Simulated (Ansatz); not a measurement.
# InPd (Pm-3m) in Ansatz: settings compared

The runs below take InPd through relaxation of cell and atoms, with revPBE+D4, BLYP+D3(BJ).

Everything below comes from runs of Ansatz 0.2.0. Logs are shortened: lines on timing, memory, paths and dates and some standing lists are left out, and cuts for length are marked.

**1. Starting point**

The structure is cubic, space group Pm-3m (No. 221). The conventional cell has a = 3.272 Å, b = 3.272 Å, c = 3.272 Å, α = 90.00°, β = 90.00°, γ = 90.00°. Around In (site symmetry m-3m) lie 8 Pd at 2.83 Å. Around Pd (site symmetry m-3m) lie 8 In at 2.83 Å.

The cell comes from a database or a generator and needn't be the stable form of this composition.

**2. Relaxation of cell and atoms, revPBE+D4**

Input file input.yaml:

```yaml
crystal:
  lattice:
    - [3.27188478, 0.0, 0.0]
    - [0.0, 3.27188478, 0.0]
    - [0.0, 0.0, 3.27188478]
  atoms:
    - { symbol: In, position: [0.0, 0.0, 0.0] }
    - { symbol: Pd, position: [0.5, 0.5, 0.5] }
hamiltonian:
  xc: revpbe
  pseudopotentials: { kind: paw }
  dispersion: d4
kpoints:
  mp_grid: { grid: [8, 8, 8] }
scf:
  occupations: { method: fermi_dirac, width: 0.05 }
output:
  forces: true
  stress: true
  eigenvalues: true
  write_density: true
  write_potential: true
  elf: true
  volumetric_format: npy
relax:
  f_tol: 0.01
  max_steps: 40
  cell: { stress_tol: 0.05 }
```

Potentials or basis: Ansatz PAW.

Command:

```sh
ansatz run input.yaml --threads 2 --pin off --max-ram 5632MiB --backend cpu --events-out ev --progress --plain --runs-dir out
```

Log:

```text
Warning: RAYON_NUM_THREADS=2 ignored (pool sized by the plan → 2); use --threads N
Engine: ansatz 0.2.0, aarch64-unknown-linux-gnu
Pseudopotentials: kind: paw
Pseudopotential: In, paw, valence charge 13, recommended cutoff 420 eV (normal), In.paw.azcp
Pseudopotential: Pd, paw, valence charge 18, recommended cutoff 420 eV (normal), Pd.paw.azcp
Functional definition: revPBE
  parameter kappa = 1.245
  parameter beta = 0.06672455060314922
  exchange = pbe_x(kappa = kappa, mu = beta*pi^2/3)
  correlation = pbe_c(beta = beta)
Crystal: 2 atoms, lattice volume = 35.026 Å³
Basis set: ecut = 420 eV, 691 PW (Γ), exchange–correlation on 48×48×48 points (8 copies of the dense FFT grid, shifted against one another)
Bands: 20, of which v1, the nominal top of the filled ones, is band 16 counted from 1 (15 counted from 0)
Symmetry: 48 space group operations
Space group: Pm-3m (ITA 221), of the structure as read, at distance tolerance 3.3e-5 Å
k-points: 35 of 512
Non-local potential: In, projectors of the file, l = 0: 2, l = 1: 2, l = 2: 2, l = 3: 2
Non-local potential: Pd, projectors of the file, l = 0: 2, l = 1: 2, l = 2: 2, l = 3: 1
PAW form: soft (Blöchl's): semilocal exchange-correlation on the pseudo side does not see the compensation charge
PAW frozen core: In, regenerated for the run's functional, and the local potential with it (the file was generated under x = pbe(κ = 0.804, μ = 0.2195149727645171), c = pbe(β = 0.06672455060314922))
PAW frozen core: Pd, regenerated for the run's functional, and the local potential with it (the file was generated under x = pbe(κ = 0.804, μ = 0.2195149727645171), c = pbe(β = 0.06672455060314922))
PAW one-centre angular grid: In, 590 points (default); XC on 64 Gauss nodes
PAW one-centre angular grid: Pd, 590 points (default); XC on 64 Gauss nodes
Initial density: superposition of atomic densities (neutral atoms: chi_scale 0, normalization atom), corrected by the library's trained network
Initial wavefunctions: pseudopotential atomic-orbital guess
Functional: x = revpbe(κ = 1.245, μ = 0.2195149727645171), c = pbe(β = 0.06672455060314922)
SCF iter   1: F=—  HF=-12584.560390 eV  |F-HF|=—  |Δ(HF+E_count)|=         —  Δρ=5.22e-3  dr2=1.00e-2  ethr=1.77e-3  ⟨swp⟩=5.8  Hψ=3162  notcnv=0
preconditioner: auto → none  [metal: Δε(μ)=0.131 eV  Ē_g=14.624 eV  σ=0.050 eV  W_gap=0.49  n_scr=6 (ndim 8)  ℏωp=30.1 eV  f_vac=0.000  D(μ)=1.33/eV (n_scr^D=6)  sad-step TF]
SCF iter   2: F=—  HF=-12584.559535 eV  |F-HF|=—  |Δ(HF+E_count)|=   8.55e-4  Δρ=2.97e-3  dr2=3.91e-3  ethr=3.23e-5  ⟨swp⟩=1.7  Hψ=1050  notcnv=0
SCF iter   3: F=—  HF=-12584.558691 eV  |F-HF|=—  |Δ(HF+E_count)|=   8.44e-4  Δρ=3.75e-4  dr2=3.20e-5  ethr=1.26e-5  ⟨swp⟩=2.0  Hψ=809  notcnv=0
SCF iter   4: F=—  HF=-12584.558687 eV  |F-HF|=—  |Δ(HF+E_count)|=   4.29e-6  Δρ=1.18e-4  dr2=4.66e-6  ethr=1.03e-7  ⟨swp⟩=2.1  Hψ=1035  notcnv=0
iter 5 did not close the SCF: its close was put off for the readings that it lacked (scf_convergence_deferred on its scf_iter line)
SCF iter   5: F=-12584.558686 eV  HF=-12584.558686 eV  |F-HF|=7.86e-8  |Δ(HF+E_count)|=   8.28e-7  Δρ=2.23e-5  dr2=6.06e-8  ethr=1.50e-8  ⟨swp⟩=2.0  Hψ=1049  notcnv=0
SCF iter   6: F=-12584.558686 eV  HF=-12584.558686 eV  |F-HF|=1.42e-10  |Δ(HF+E_count)|=   9.65e-8  Δρ=1.75e-6  dr2=6.48e-10  ethr=1.96e-10  ⟨swp⟩=6.3  Hψ=4117  notcnv=0
SCF 1 converged in 6 iterations: F = -12584.558686 eV  dr2 = 6.48e-10
relax step   1: F+E_penalty+E_count = -12584.55868607 eV  Δ(F+E_penalty+E_count) = +0.000e0 eV  max|allowed force component| = 1.670e-29 eV/Å  Δτ_max = 0.0000 Å  P = -0.494 GPa  Ω = 35.026 Å³  (6 SCF iters, dr2 threshold 1.00e-7 eV, accepted)
Crystal: 2 atoms, lattice volume = 34.696 Å³
Initial density: handed on by an earlier stage of this run
Initial wavefunctions: those handed on with the density
iter 1 solved again at ethr=2.58e-6 eV; its pass at ethr=3.10e-3 eV (dr2=8.00e-4 eV) is discarded
SCF iter   1: F=—  HF=-12584.558836 eV  |F-HF|=—  |Δ(HF+E_count)|=         —  Δρ=1.26e-3  dr2=8.73e-4  ethr=2.58e-6  ⟨swp⟩=2.1  Hψ=3746  notcnv=0
preconditioner: auto → none  [insulator: Δε(μ)=0.119 eV  Ē_g=14.669 eV  σ=0.050 eV  W_gap=0.50  n_scr=6 (ndim 8)  ℏωp=30.2 eV  f_vac=0.000  D(μ)=1.35/eV (n_scr^D=6)  ε∞_Penn≈5.2]
[... 14 lines left out ...]
SCF iter   3: F=—  HF=-12584.558983 eV  |F-HF|=—  |Δ(HF+E_count)|=   4.25e-6  Δρ=5.90e-5  dr2=1.56e-6  ethr=5.92e-8  ⟨swp⟩=1.1  Hψ=713  notcnv=0
SCF iter   4: F=—  HF=-12584.558975 eV  |F-HF|=—  |Δ(HF+E_count)|=   7.94e-6  Δρ=7.30e-6  dr2=7.54e-9  ethr=5.04e-9  ⟨swp⟩=2.1  Hψ=840  notcnv=0
SCF iter   5: F=—  HF=-12584.558975 eV  |F-HF|=—  |Δ(HF+E_count)|=   6.17e-9  Δρ=1.54e-6  dr2=5.84e-10  ethr=2.43e-11  ⟨swp⟩=2.0  Hψ=1239  notcnv=0
SCF iter   6: F=—  HF=-12584.558975 eV  |F-HF|=—  |Δ(HF+E_count)|=  1.42e-10  Δρ=4.76e-7  dr2=4.75e-11  ethr=1.88e-12  ⟨swp⟩=2.0  Hψ=1099  notcnv=0
SCF iter   7: F=-12584.558975 eV  HF=-12584.558975 eV  |F-HF|=0.00e0  |Δ(HF+E_count)|=  9.09e-12  Δρ=3.75e-8  dr2=2.76e-13  ethr=1.00e-12  ⟨swp⟩=5.1  Hψ=2687  notcnv=0
SCF 3 converged in 7 iterations: F = -12584.558975 eV  dr2 = 2.76e-13
relax step   3: F+E_penalty+E_count = -12584.55897529 eV  Δ(F+E_penalty+E_count) = -2.892e-4 eV  max|allowed force component| = 5.325e-30 eV/Å  Δτ_max = 0.0000 Å  P = -0.007 GPa  Ω = 34.890 Å³  energy of the carried Pulay correction = +7.605e-5 eV  (7 SCF iters, accepted)
Initial wavefunctions: pseudopotential atomic-orbital guess (no wavefunctions were taken with the density)
iter 1 solved again at ethr=2.74e-8 eV; its pass at ethr=3.10e-3 eV (dr2=8.49e-6 eV) is discarded
SCF iter   1: F=—  HF=-12584.558888 eV  |F-HF|=—  |Δ(HF+E_count)|=         —  Δρ=1.13e-5  dr2=8.38e-9  ethr=2.74e-8  ⟨swp⟩=3.5  Hψ=4963  notcnv=0
preconditioner: auto → none  [metal: Δε(μ)=0.109 eV  Ē_g=14.627 eV  σ=0.050 eV  W_gap=0.46  n_scr=6 (ndim 8)  ℏωp=30.1 eV  f_vac=0.000  D(μ)=1.35/eV (n_scr^D=6)]
SCF iter   2: F=—  HF=-12584.558893 eV  |F-HF|=—  |Δ(HF+E_count)|=   5.59e-6  Δρ=4.98e-6  dr2=1.65e-9  ethr=2.70e-11  ⟨swp⟩=2.0  Hψ=1243  notcnv=0
SCF iter   3: F=—  HF=-12584.558893 eV  |F-HF|=—  |Δ(HF+E_count)|=   1.50e-9  Δρ=1.16e-6  dr2=1.06e-10  ethr=5.32e-12  ⟨swp⟩=2.3  Hψ=1008  notcnv=0
iter 4 did not close the SCF: its close was put off for the readings that it lacked (scf_convergence_deferred on its scf_iter line)
SCF iter   4: F=-12584.558893 eV  HF=-12584.558893 eV  |F-HF|=0.00e0  |Δ(HF+E_count)|=  1.18e-10  Δρ=1.89e-7  dr2=4.95e-12  ethr=1.00e-12  ⟨swp⟩=2.0  Hψ=1205  notcnv=0
iter 5 did not close the SCF: its close was put off for the readings that it lacked (scf_convergence_deferred on its scf_iter line)
SCF iter   5: F=-12584.558893 eV  HF=-12584.558893 eV  |F-HF|=1.82e-12  |Δ(HF+E_count)|=  3.64e-12  Δρ=1.72e-8  dr2=6.11e-14  ethr=1.00e-12  ⟨swp⟩=1.0  Hψ=700  notcnv=0
iter 6 did not close the SCF: its close was put off for the readings that it lacked (scf_convergence_deferred on its scf_iter line)
SCF iter   6: F=-12584.558893 eV  HF=-12584.558893 eV  |F-HF|=3.64e-12  |Δ(HF+E_count)|=  3.64e-12  Δρ=4.47e-9  dr2=5.08e-15  ethr=1.00e-12  ⟨swp⟩=1.0  Hψ=700  notcnv=0
iter 7 did not close the SCF: its close was put off for the readings that it lacked (scf_convergence_deferred on its scf_iter line)
SCF iter   7: F=-12584.558893 eV  HF=-12584.558893 eV  |F-HF|=0.00e0  |Δ(HF+E_count)|=  3.64e-12  Δρ=1.22e-9  dr2=7.05e-16  ethr=1.00e-12  ⟨swp⟩=1.0  Hψ=700  notcnv=0
SCF iter   8: F=-12584.558893 eV  HF=-12584.558893 eV  |F-HF|=0.00e0  |Δ(HF+E_count)|=    0.00e0  Δρ=1.42e-10  dr2=6.40e-18  ethr=1.00e-12  ⟨swp⟩=2.0  Hψ=1673  notcnv=0
SCF 4 converged in 8 iterations: F = -12584.558893 eV  dr2 = 6.40e-18
relax step   4: F+E_penalty+E_count = -12584.55889310 eV  Δ(F+E_penalty+E_count) = +8.219e-5 eV  max|allowed force component| = 9.729e-30 eV/Å  Δτ_max = 0.0000 Å  P = -0.005 GPa  Ω = 34.890 Å³  stress off target by 4.50e-3 GPa  SCF on the basis re-selected at this cell (its energy is not comparable with the rows above)  (8 SCF iters)
basis re-selected at this cell: Δ(F+E_penalty+E_count) = +8.219e-5 eV, ΔP = +0.002 GPa vs the last step (what re-selecting the basis moved, of the pressure what is left beyond the Pulay correction that the steps carried, after the strain that the cell walked since its last selection, with what the two solves' SCF thresholds leave and, on support functions, any second-order correction that the steps lacked; it is no measure of the basis error at this ecutwfc). This SCF's stress stands 4.50e-3 GPa from its target on what of the cell is left free (relax.cell.stress_tol is 5.00e-2 GPa) and its largest allowed force component is 9.73e-30 eV/Å (relax.f_tol is 1.00e-2 eV/Å): within both
SCF converged after 8 iterations
Free energy (F): -12584.558893 eV
Harris-Foulkes:  -12584.558893 eV  (|F-HF|=0.00e0)
Internal energy: -12584.548840 eV  (E = F + TS)
E sigma→0 (E₀):  -12584.553866 eV
Entropy (-TS):   -0.010053 eV (-5.027 meV/atom)
Fermi energy:    16.842788 eV
--- Per-component energies (eV) ---
  E_band       = -139.778518
  E_kinetic    = 760.655759
  E_local      = -2893.291310  (includes V_loc(G=0)·N_el)
  E_nonlocal   = 584.464997
  E_hartree    = 1178.385567
  E_xc         = -385.296088
  E_vxc        = -311.956977  (∫ρ·V_xc dr)
  E_paw        = -7918.997537  (= ΣΔE_a)
  E_vpaw       = -636.422360  (= ΣTr[D̂ρ^β])
  E_aug_tail   = 0.000239  (compensation charges beyond the density's cutoff)
  E_ewald      = -3908.979631
  E_disp       = -1.460995  (pairwise vdW)
  E_core_change = -0.029840  (= ΣΔE_core)
  E_smearing   = -0.010053  (= −TS)
  E_closure    = 0.000000  (closes the sum)
  Σ components = -12584.558893   (vs F -12584.558893, Δ=0.00e0)
--- Forces (eV/Å), atoms counted from 1 ---
  atom   1  In    -0.00000000     0.00000000     0.00000000
  atom   2  Pd     0.00000000     0.00000000    -0.00000000
  max |Σ_I F_I| component: 1.84e-29 eV/Å
--- Stress (GPa, compression-positive) ---
       -0.004505      -0.000000       0.000000
        0.000000      -0.004505       0.000000
        0.000000       0.000000      -0.004505
  P = ⅓ Tr σ = -0.0045 GPa (-0.045 kbar)
--- Band table (eV; the first three rows and the last of 35) ---
  k-point 0: bands = ["-67.6138", "-33.3646", "-33.3646", "-33.3646", "1.9071", "1.9071", "2.3188", "2.3188", "2.3188", "6.8482", "13.0824", "13.0824", "14.6355", "14.6355", "14.6355", "21.1808", "21.1808", "21.1808", "26.4509", "27.4909"]
  k-point 1: bands = ["-67.6136", "-33.3694", "-33.3643", "-33.3643", "1.9155", "1.9590", "2.3031", "2.3031", "2.3235", "7.0977", "13.0850", "13.1186", "14.4578", "14.4578", "14.6246", "19.6771", "21.6704", "21.6704", "26.8487", "27.3988"]
  k-point 2: bands = ["-67.6131", "-33.3809", "-33.3634", "-33.3634", "1.9360", "2.0838", "2.2656", "2.2656", "2.3349", "7.8397", "13.0399", "13.0914", "14.0850", "14.0850", "14.5985", "17.4183", "22.9743", "22.9743", "26.9781", "27.1581"]
  k-point 34: bands = ["-67.6093", "-33.3912", "-33.3912", "-33.3912", "2.0472", "2.0472", "2.0472", "2.5315", "2.5315", "12.0338", "12.0338", "12.0338", "15.2518", "15.2518", "16.9268", "20.7212", "20.7212", "20.7212", "21.3397", "21.3397"]
--- Relaxed structure (3 steps of the walk, 2 accepted, 1 SCFs on fresh bases) ---
  F+E_penalty+E_count = -12584.55889310 eV   max|allowed force component| = 9.729e-30 eV/Å   (the final SCF, on the basis selected at the relaxed cell)
  cell:  # Å, volume = 34.8903 Å³
    - [3.2676456021748246, 1.6049416203226965e-35, 0.0]
    - [1.6049416203226965e-35, 3.2676456021748246, 0.0]
    - [0.0, 0.0, 3.2676456021748246]
  atoms:
    - { symbol: In, position: [-8.086105936662175e-48, -8.922599654247915e-48, 5.576624783904947e-49] }
    - { symbol: Pd, position: [0.5, 0.5, 0.5] }
```

It took 4.4 s on 2 threads of Arm Neoverse V1, shared host; peak memory 0.32 GiB.

What came out:

```yaml
Free_energy: -12584.5589 eV
Relaxed_volume: 17.45 Å³/atom
Relaxed_cell: a = 3.268 Å, b = 3.268 Å, c = 3.268 Å, α = 90.00°, β = 90.00°, γ = 90.00°
Space_group_after_relaxing_to_0.05_Å: Pm-3m (No. 221)
Energy_gained_by_relaxing: 0.1 meV/atom
Ionic_steps: 3
Pressure_after_relaxing: 0.0 GPa
Band_gap_on_the_k_mesh: none (metal or under the smearing width)
```

Step by step:
| step | energy change (eV) | largest force (eV/Å) | volume (Å³) |
| --- | --- | --- | --- |
| 1 | 0.0000 | 0.0000 | 35.03 |
| 2 | -0.0003 | 0.0000 | 34.89 |
| 3 | -0.0002 | 0.0000 | 34.89 |

Final structure:
```xyz
2
Lattice="3.2676 0.0000 0.0000 0.0000 3.2676 0.0000 0.0000 0.0000 3.2676" Properties=species:S:1:pos:R:3 pbc="T T T"
In    0.0000    0.0000    0.0000
Pd    1.6338    1.6338    1.6338
```

Caveat: the plane-wave basis is chosen anew once the cell has moved, so the energies of steps on either side of that aren't comparable; pairwise dispersion overbinds metals, which lowers pressure and volume; the PAW data sets come from PBE, with cores solved anew for the run's functional, which leaves a small shift of forces and pressure.

**3. Relaxation of cell and atoms, BLYP+D3(BJ)**

Edit input.yaml of step 2 so:

```diff
@@ -9,5 +9,5 @@
 hamiltonian:
-  xc: revpbe
+  xc: blyp
   pseudopotentials: { kind: paw }
-  dispersion: d4
+  dispersion: d3bj
 kpoints:
@@ -20,6 +20,2 @@
   eigenvalues: true
-  write_density: true
-  write_potential: true
-  elf: true
-  volumetric_format: npy
 relax:
```

Potentials or basis: Ansatz PAW.

Command:

```sh
ansatz run input.yaml --threads 2 --pin off --max-ram 5632MiB --backend cpu --events-out ev --progress --plain --runs-dir out
```

Wall time 3.9 s (2 threads of Arm Neoverse V1, shared host); peak memory 0.32 GiB.

The run converged. Its results:

```yaml
Free_energy: -12604.5405 eV
Relaxed_volume: 17.41 Å³/atom
Relaxed_cell: a = 3.265 Å, b = 3.265 Å, c = 3.265 Å, α = 90.00°, β = 90.00°, γ = 90.00°
Space_group_after_relaxing_to_0.05_Å: Pm-3m (No. 221)
Energy_gained_by_relaxing: 0.2 meV/atom
Ionic_steps: 3
Pressure_after_relaxing: 0.0 GPa
Band_gap_on_the_k_mesh: none (metal or under the smearing width)
```

The path:
```
step  energy change (eV)  largest force (eV/Å)  volume (Å³)
   1              0.0000                0.0000        35.03
   2             -0.0006                0.0000        34.82
   3             -0.0005                0.0000        34.82
```

Final structure:
```cif
data_structure
_symmetry_space_group_name_H-M 'P 1'
_symmetry_Int_Tables_number 1
_cell_length_a 3.2654
_cell_length_b 3.2654
_cell_length_c 3.2654
_cell_angle_alpha 90.000
_cell_angle_beta 90.000
_cell_angle_gamma 90.000
_cell_volume 34.82
loop_
_atom_site_label
_atom_site_type_symbol
_atom_site_fract_x
_atom_site_fract_y
_atom_site_fract_z
_atom_site_occupancy
In1 In 0.00000 0.00000 0.00000 1
Pd1 Pd 0.50000 0.50000 0.50000 1
```

Levels at points of the mesh, in eV from the Fermi level:
```tsv
k point	band 11	band 12	band 13	band 14	band 15	band 16	band 17	band 18	band 19	band 20
(0.00, 0.00, 0.00)	-3.78	-3.78	-2.26	-2.26	-2.26	4.30	4.30	4.30	9.26	11.01
(0.00, 0.00, -0.50)	-5.88	-3.77	-3.24	-3.24	-2.34	-1.09	9.58	9.58	10.29	10.92
(0.00, -0.50, -0.50)	-3.45	-2.66	-2.66	-2.13	-2.13	-1.69	1.41	2.55	9.39	11.57
(-0.50, -0.50, -0.50)	-4.82	-4.82	-1.65	-1.65	-0.28	4.07	4.07	4.07	4.54	4.54
```

Caveat: the plane-wave basis is chosen anew once the cell has moved, so the energies of steps on either side of that aren't comparable; pairwise dispersion overbinds metals, which lowers pressure and volume; the PAW data sets come from PBE, with cores solved anew for the run's functional, which leaves a small shift of forces and pressure.
